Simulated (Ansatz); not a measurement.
## MgS: frozen-core PAW against all-electron methods

```
CELL_PARAMETERS angstrom
0.00000 2.84837 2.84837
2.84837 0.00000 2.84837
2.84837 2.84837 0.00000
ATOMIC_POSITIONS crystal
Mg 0.00000 0.00000 0.00000
S 0.25000 0.25000 0.25000
```

Atoms are numbered in the order listed.

The structure comes from a relaxation in the same program, started in the zincblende type, and has space group F-43m. Whether it is a known phase or the ground state wasn't checked.

All numbers are computed: DFT, LDA, PAW with Ansatz's default frozen-core files, scalar-relativistic (Ansatz 0.2.0); DFT, LDA, all-electron LAPW, scalar-relativistic (Ansatz 0.2.0).

For PAW: a Γ-centred 13×13×13 k mesh, Fermi–Dirac smearing of 0.05 eV, cutoff 420 eV, no spin polarisation; the PAW files were made with PBE, and the program remakes their frozen cores for this functional. LAPW targets a basis error of 0.5 meV/atom. The Ansatz runs share mesh, smearing and spin set-up. Plane-wave (PAW) pressures include the program's estimate of the Pulay term.

Stress and pressure are positive in compression.

Levels count from the top of the valence band.

| quantity | PAW | LAPW |
| --- | --- | --- |
| pressure (GPa) | -3.01 | -2.99 |
| band gap (eV) | 3.094 | 3.095 |
| highest filled level at X (eV) | -1.032 | -1.032 |
| lowest empty level at X (eV) | 3.673 | 3.674 |
| highest filled level at L (eV) | -0.327 | -0.327 |
| lowest empty level at L (eV) | 4.794 | 4.796 |
| highest filled level at K (eV) | -0.813 | -0.812 |
| lowest empty level at K (eV) | 4.614 | 4.615 |

PAW's pressure differs from the LAPW value by -0.02 GPa.
